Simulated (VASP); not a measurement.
# SnTe (Fm-3m) in VASP: a series of runs

The runs below take SnTe through single point, with r2SCAN.

Everything below comes from runs of VASP 6.6.1. Logs are shortened: lines on timing, memory, paths and dates and some standing lists are left out, and cuts for length are marked.

**Experimental background.**

From a printed reference work, textbook, for a bulk crystal of SnTe at 300 K: band gap 0.18 eV (direct).

How close the calculation comes is told below.

## 1. The cell of the first run

The structure is cubic, space group Fm-3m (No. 225). Conventional cell: a = 6.314 Å, b = 6.314 Å, c = 6.314 Å, α = 90.00°, β = 90.00°, γ = 90.00°. Within 4.2 Å of Sn (site symmetry m-3m) lie 6 Te at 3.16 Å. Within 4.2 Å of Te (site symmetry m-3m) lie 6 Sn at 3.16 Å.

## 2. Single point, r2SCAN (31.47 Å³/atom)

The input, POSCAR:

```
SnTe
1.0
    0.0000000000      3.1571366652      3.1571366652
    3.1571366652      0.0000000000      3.1571366652
    3.1571366652      3.1571366652      0.0000000000
Sn Te
1 1
Direct
    0.0000000000      0.0000000000      0.0000000000
    0.5000000000      0.5000000000      0.5000000000
```

The input, INCAR.step1:

```
SYSTEM = SnTe
PREC = Accurate
ENCUT = 550
ISMEAR = -1
SIGMA = 0.02
LREAL = .FALSE.
LASPH = .TRUE.
NELM = 120
NBANDS = 17
GGA = PE
ALGO = Normal
EDIFF = 1E-5
LWAVE = .TRUE.
LCHARG = .FALSE.
GGA_COMPAT = .FALSE.
```

The input, INCAR.step2:

```
SYSTEM = SnTe
PREC = Accurate
ENCUT = 550
EDIFF = 1E-6
ISMEAR = -1
SIGMA = 0.02
LREAL = .FALSE.
LASPH = .TRUE.
NELM = 120
ALGO = Normal
ISIF = 2
LWAVE = .FALSE.
LCHARG = .FALSE.
METAGGA = R2SCAN
LMIXTAU = .TRUE.
NBANDS = 17
ISTART = 1
GGA_COMPAT = .FALSE.
```

The input, KPOINTS:

```
Automatic mesh
0
G
  6 6 6
  0 0 0
```

Potentials or basis: VASP PAW PBE potentials, release 64 (Sn_d, Te).

The run is started by

```sh
cat potpaw_PBE.64/Sn_d/POTCAR potpaw_PBE.64/Te/POTCAR > POTCAR
cp INCAR.step1 INCAR
mpirun -np 1 vasp_std > vasp.out
cp INCAR.step2 INCAR
mpirun -np 1 vasp_std > vasp.out
```

OUTCAR:

```text
SYSTEM = SnTe
   PREC = Accurate
   ENCUT = 550
   EDIFF = 1E-6
   ISMEAR = -1
   LREAL = .FALSE.
   LASPH = .TRUE.
   NELM = 120
   ISIF = 2
   METAGGA = R2SCAN
   ISTART = 1

 ion  position               nearest neighbor table
   1  0.000  0.000  0.000-   2 3.16   2 3.16   2 3.16   2 3.16   2 3.16   2 3.16
   2  0.500  0.500  0.500-   1 3.16   1 3.16   1 3.16   1 3.16   1 3.16   1 3.16

  LATTYP: Found a face centered cubic cell.
 ALAT       =     6.3142733304

  Lattice vectors:

 A1 = (   0.0000000000,   3.1571366652,   3.1571366652)
 A2 = (   3.1571366652,   0.0000000000,   3.1571366652)
 A3 = (   3.1571366652,   3.1571366652,   0.0000000000)

Analysis of symmetry for initial positions (statically):
=====================================================================
 Subroutine PRICEL returns:
 Original cell was already a primitive cell.

 Routine SETGRP: Setting up the symmetry group for a
 face centered cubic supercell.

 Subroutine GETGRP returns: Found 48 space group operations
 (whereof 48 operations were pure point group operations)
 out of a pool of 48 trial point group operations.

The static configuration has the point symmetry O_h .

Analysis of symmetry for dynamics (positions and initial velocities):
=====================================================================
 Subroutine PRICEL returns:
 Original cell was already a primitive cell.

 Routine SETGRP: Setting up the symmetry group for a
 face centered cubic supercell.

 Subroutine GETGRP returns: Found 48 space group operations
 (whereof 48 operations were pure point group operations)
 out of a pool of 48 trial point group operations.

The dynamic configuration has the point symmetry O_h .

 Subroutine INISYM returns: Found 48 space group operations
 (whereof 48 operations are pure point group operations),
 and found     1 'primitive' translations

----------------------------------------------------------------------------------------

                                     Primitive cell

  volume of cell :      62.9376

  direct lattice vectors                    reciprocal lattice vectors
     0.000000000  3.157136665  3.157136665    -0.158371351  0.158371351  0.158371351
     3.157136665  0.000000000  3.157136665     0.158371351 -0.158371351  0.158371351
     3.157136665  3.157136665  0.000000000     0.158371351  0.158371351 -0.158371351

  length of vectors
     4.464865490  4.464865490  4.464865490     0.274307227  0.274307227  0.274307227

  position of ions in fractional coordinates (direct lattice)
     0.000000000  0.000000000  0.000000000
     0.500000000  0.500000000  0.500000000

  ion indices of the primitive-cell ions
   primitive index   ion index
                 1           1
                 2           2

----------------------------------------------------------------------------------------

 KPOINTS: Automatic mesh

Automatic generation of k-mesh.
 Grid dimensions read from file:
 generate k-points for:    6    6    6

 Generating k-lattice:

  Cartesian coordinates                     Fractional coordinates (reciprocal lattice)
    -0.026395225  0.026395225  0.026395225     0.166666667  0.000000000  0.000000000
     0.026395225 -0.026395225  0.026395225     0.000000000  0.166666667  0.000000000
     0.026395225  0.026395225 -0.026395225     0.000000000  0.000000000  0.166666667

  Length of vectors
     0.045717871  0.045717871  0.045717871

  Shift w.r.t. Gamma in fractional coordinates (k-lattice)
     0.000000000  0.000000000  0.000000000

 Subroutine IBZKPT returns following result:
 ===========================================

 Found     16 irreducible k-points:

 Following reciprocal coordinates:
            Coordinates               Weight
  0.000000  0.000000  0.000000      1.000000
  0.166667  0.000000  0.000000      8.000000
  0.333333  0.000000  0.000000      8.000000
  0.500000  0.000000  0.000000      4.000000
  0.166667  0.166667  0.000000      6.000000
  0.333333  0.166667  0.000000     24.000000
[... 8 lines left out ...]
 -0.333333  0.333333  0.166667     24.000000
 -0.333333  0.500000  0.166667     12.000000
   k-points           NKPTS =     16   k-points in BZ     NKDIM =     16   number of bands    NBANDS=     17
   number of dos      NEDOS =    301   number of ions     NIONS =      2
   total plane-waves  NPLWV =  46656
   dimension x,y,z NGX =    36 NGY =   36 NGZ =   36
   dimension x,y,z NGXF=    72 NGYF=   72 NGZF=   72
   ions per type =               1   1
   NGX,Y,Z   is equivalent  to a cutoff of  13.40, 13.40, 13.40 a.u.
   NGXF,Y,Z  is equivalent  to a cutoff of  26.81, 26.81, 26.81 a.u.
 SYSTEM =  SnTe
   PREC   = accura    normal or accurate (medium, high low for compatibility)
   ISTART =      1    job   : 0-new  1-cont  2-samecut
   ICHARG =      0    charge: 1-file 2-atom 10-const
   ISPIN  =      1    spin polarized calculation?
   LNONCOLLINEAR =      F non collinear calculations
   LSORBIT =      F    spin-orbit coupling
   LASPH  =      T    aspherical Exc in radial PAW
   ENCUT  =  550.0 eV  40.42 Ry    6.36 a.u.   8.54  8.54  8.54*2*pi/ulx,y,z
   NELM   =    120;   NELMIN=  2; NELMDL=  0     # of ELM steps
   EDIFF  = 0.1E-05   stopping-criterion for ELM
   LREAL  =      F    real-space projection
   EDIFFG = 0.1E-04   stopping-criterion for IOM
   NSW    =      0    number of steps for IOM
   IBRION =     -1    ionic relax: 0-MD 1-quasi-New 2-CG
   NFREE  =      0    steps in history (QN), initial steepest desc. (CG)
   ISIF   =      2    stress and relaxation
   ISYM   =      2    0-nonsym 1-usesym 2-fastsym
   POTIM  = 0.5000    time-step for ionic-motion
   TEBEG  =    0.0;   TEEND  =   0.0 temperature during run
   PSTRESS=    0.0 pullay stress
   NELECT =      20.0000    total number of electrons
   NUPDOWN=      -1.0000    fix difference up-down
   EMIN   =  10.00;   EMAX   =-10.00  energy-range for DOS
   EFERMI =   0.00;   METHOD = LEGACY
   ISMEAR =    -1;   SIGMA  =   0.02  broadening in eV -4-tet -1-fermi 0-gaus
   EFERMI_NEDOS =   21; number of points for ismear=-14 and -15
   IALGO  =     38    algorithm
   IMIX   =      4    mixing-type and parameters
     AMIX     =   0.40;   BMIX     =  1.00
     AMIX_MAG =   1.60;   BMIX_MAG =  1.00
  volume/ion in A,a.u.               =      31.47       212.36
  Fermi-wavevector in a.u.,A,eV,Ry     =   1.117158  2.111123 16.980657  1.248043
  Thomas-Fermi vector in A             =   2.253779
   LORBIT       =      0    0 simple, 1 ext, 2 COOP (PROOUT), +10 PAW based schemes
   METAGGA = R2SCAN    functional components
   LHFCALC =     F    Hartree Fock is set to
   AEXX    =    0.0000 exact exchange contribution
   IVDW    =     0    specifies the selected vdW correction
   LEPSILON=     F    determine dielectric tensor
   LRPA    =     F    only Hartree local field effects (RPA)
 non-spin polarized calculation
  energy-cutoff  :      550.00
  volume of cell :       62.94
 maximum number of plane-waves:      1868
 NGX is ok and might be reduce to    36
   NGX = 17   NGY = 17   NGZ = 17

 number of electron      19.9999999 magnetization

 Free energy of the ion-electron system (eV)
  ---------------------------------------------------
  ext. energy  EPLUGINS =         0.00000000
  ---------------------------------------------------
  free energy    TOTEN  =       -50.67557489 eV

  energy without entropy =      -50.67477750  energy(sigma->0) =      -50.67517620

 E-fermi :   7.0397     XC(G=0): -10.0401

 val. band max:        7.0153302818   @ k =   0.5000   0.0000   0.0000
 cond. band min:       7.0640174858   @ k =   0.5000   0.0000   0.0000
 fundamental gap:      0.0486872040
 Fermi energy:         7.0396644679

 k-point     1 :       0.0000    0.0000    0.0000
  band No.  band energies     occupation
      1     -15.8219      2.00000
      2     -15.8219      2.00000
      3     -15.8112      2.00000
      4     -15.8112      2.00000
      5     -15.8112      2.00000
      6      -6.5099      2.00000
[... 9 lines left out ...]
     16      11.9183      0.00000
     17      13.9780      0.00000

 k-point     2 :       0.1667    0.0000    0.0000
  band No.  band energies     occupation
      1     -15.8231      2.00000
      2     -15.8231      2.00000
      3     -15.8108      2.00000
      4     -15.8097      2.00000
      5     -15.8097      2.00000
      6      -6.2673      2.00000
[... 9 lines left out ...]
     16      12.4932      0.00000
     17      15.6282      0.00000

 k-point     3 :       0.3333    0.0000    0.0000
  band No.  band energies     occupation
      1     -15.8260      2.00000
      2     -15.8260      2.00000
      3     -15.8100      2.00000
      4     -15.8062      2.00000
      5     -15.8062      2.00000
      6      -5.6343      2.00000
[... 9 lines left out ...]
     16      14.0671      0.00000
     17      18.1365      0.00000

 k-point     4 :       0.5000    0.0000    0.0000
  band No.  band energies     occupation
      1     -15.8276      2.00000
      2     -15.8276      2.00000
      3     -15.8096      2.00000
      4     -15.8044      2.00000
      5     -15.8044      2.00000
      6      -5.1622      2.00000
[... 9 lines left out ...]
     16      16.0975      0.00000
     17      16.0975      0.00000

 k-point     5 :       0.1667    0.1667    0.0000
  band No.  band energies     occupation
      1     -15.8262      2.00000
      2     -15.8207      2.00000
      3     -15.8122      2.00000
      4     -15.8086      2.00000
      5     -15.8086      2.00000
      6      -6.1877      2.00000
[... 9 lines left out ...]
     16      13.3879      0.00000
     17      14.3089      0.00000

 k-point     6 :       0.3333    0.1667    0.0000
  band No.  band energies     occupation
      1     -15.8300      2.00000
      2     -15.8216      2.00000
      3     -15.8117      2.00000
      4     -15.8062      2.00000
      5     -15.8054      2.00000
      6      -5.6850      2.00000
[... 9 lines left out ...]
     16      14.9336      0.00000
     17      16.3091      0.00000

 k-point     7 :       0.5000    0.1667    0.0000
  band No.  band energies     occupation
      1     -15.8308      2.00000
      2     -15.8248      2.00000
      3     -15.8094      2.00000
      4     -15.8052      2.00000
      5     -15.8035      2.00000
      6      -5.0987      2.00000
[... 9 lines left out ...]
     16      16.2335      0.00000
     17      16.8031      0.00000

 k-point     8 :      -0.3333    0.1667    0.0000
  band No.  band energies     occupation
      1     -15.8279      2.00000
      2     -15.8266      2.00000
      3     -15.8086      2.00000
      4     -15.8055      2.00000
      5     -15.8052      2.00000
      6      -5.2560      2.00000
[... 9 lines left out ...]
     16      15.4184      0.00000
     17      17.2324      0.00000

 k-point     9 :      -0.1667    0.1667    0.0000
  band No.  band energies     occupation
      1     -15.8258      2.00000
      2     -15.8240      2.00000
      3     -15.8103      2.00000
      4     -15.8084      2.00000
      5     -15.8069      2.00000
      6      -5.8906      2.00000
[... 9 lines left out ...]
     16      14.7149      0.00000
     17      15.0872      0.00000

 k-point    10 :       0.3333    0.3333    0.0000
  band No.  band energies     occupation
      1     -15.8362      2.00000
      2     -15.8182      2.00000
      3     -15.8141      2.00000
      4     -15.8031      2.00000
      5     -15.8031      2.00000
      6      -5.3780      2.00000
[... 9 lines left out ...]
     16      16.4030      0.00000
     17      16.5607      0.00000

 k-point    11 :       0.5000    0.3333    0.0000
  band No.  band energies     occupation
      1     -15.8380      2.00000
      2     -15.8195      2.00000
      3     -15.8130      2.00000
      4     -15.8022      2.00000
      5     -15.8014      2.00000
      6      -4.9386      2.00000
[... 9 lines left out ...]
     16      16.8990      0.00000
     17      17.3246      0.00000

 k-point    12 :      -0.3333    0.3333    0.0000
  band No.  band energies     occupation
      1     -15.8337      2.00000
      2     -15.8234      2.00000
      3     -15.8091      2.00000
      4     -15.8048      2.00000
      5     -15.8028      2.00000
      6      -4.8602      2.00000
[... 9 lines left out ...]
     16      14.9377      0.00000
     17      17.3459      0.00000

 k-point    13 :       0.5000    0.5000    0.0000
  band No.  band energies     occupation
      1     -15.8418      2.00000
      2     -15.8170      2.00000
      3     -15.8150      2.00000
      4     -15.8001      2.00000
      5     -15.8001      2.00000
      6      -4.8387      2.00000
[... 9 lines left out ...]
     16      17.9695      0.00000
     17      18.3929      0.00000

 k-point    14 :       0.5000    0.3333    0.1667
  band No.  band energies     occupation
      1     -15.8330      2.00000
      2     -15.8223      2.00000
      3     -15.8109      2.00000
      4     -15.8047      2.00000
      5     -15.8032      2.00000
      6      -5.1845      2.00000
[... 9 lines left out ...]
     16      15.6635      0.00000
     17      16.3805      0.00000

 k-point    15 :      -0.3333    0.3333    0.1667
  band No.  band energies     occupation
      1     -15.8336      2.00000
      2     -15.8236      2.00000
      3     -15.8079      2.00000
      4     -15.8070      2.00000
      5     -15.8017      2.00000
      6      -4.8597      2.00000
[... 9 lines left out ...]
     16      17.1788      0.00000
     17      17.4325      0.00000

 k-point    16 :      -0.3333    0.5000    0.1667
  band No.  band energies     occupation
      1     -15.8376      2.00000
      2     -15.8207      2.00000
      3     -15.8115      2.00000
      4     -15.8040      2.00000
      5     -15.8002      2.00000
      6      -4.7693      2.00000
[... 9 lines left out ...]
     16      17.3913      0.00000
     17      18.5174      0.00000

------------------------ aborting loop because EDIFF is reached ----------------------------------------

  FORCE on cell =-STRESS in cart. coord.  units (eV):
  Direction    XX          YY          ZZ          XY          YZ          ZX
  --------------------------------------------------------------------------------------
  -------------------------------------------------------------------------------------
  Total        0.5574939      0.5574939      0.5574939      0.0000000      0.0000000     -0.0000000
  in kB       14.1919008     14.1919008     14.1919008      0.0000000      0.0000000     -0.0000000
  external PRESSURE =      14.1919008 kB  Pullay stress =       0.0000000 kB

 VOLUME and BASIS-vectors are now :
 -----------------------------------------------------------------------------
  energy-cutoff  :      550.00
  volume of cell :       62.94
      direct lattice vectors                 reciprocal lattice vectors
     0.000000000  3.157136665  3.157136665    -0.158371351  0.158371351  0.158371351
     3.157136665  0.000000000  3.157136665     0.158371351 -0.158371351  0.158371351
     3.157136665  3.157136665  0.000000000     0.158371351  0.158371351 -0.158371351

 POSITION                                       TOTAL-FORCE (eV/Angst)
 -----------------------------------------------------------------------------------
      0.00000      0.00000      0.00000        -0.000000      0.000000      0.000000
      3.15714      3.15714      3.15714         0.000000      0.000000     -0.000000
 -----------------------------------------------------------------------------------
    total drift:                               -0.000000      0.000000      0.000000

  FREE ENERGIE OF THE ION-ELECTRON SYSTEM (eV)
  ---------------------------------------------------
  free  energy   TOTEN  =       -50.6755748928 eV

  energy  without entropy=      -50.6747775020  energy(sigma->0) =      -50.67517620
```

Run time: 30 s. Hardware: 1 thread of Intel Xeon 6975P-C (Granite Rapids), shared host; peak memory 0.21 GiB.

What came out:

```yaml
Free_energy: -50.6756 eV
Pressure: 1.4 GPa
Band_gap_on_the_k_mesh: 0.05 eV
```

Levels at points of the mesh, in eV from the valence-band top:
```tsv
k point	band 8	band 9	band 10	band 11	band 12	band 13
(0.00, 0.00, 0.00)	-2.54	-2.54	-2.54	3.35	3.35	3.35
(0.50, 0.00, 0.00)	-2.17	-2.17	0.00	0.05	0.21	0.21
(0.50, 0.50, 0.00)	-6.01	-4.16	-4.16	2.27	5.01	5.01
```

Caveat: the PAW data sets were made with another functional, which shifts forces and pressure a little; spin-orbit coupling is left out, which moves the levels of the heavy elements.

(Continued in part 2 of 3.)
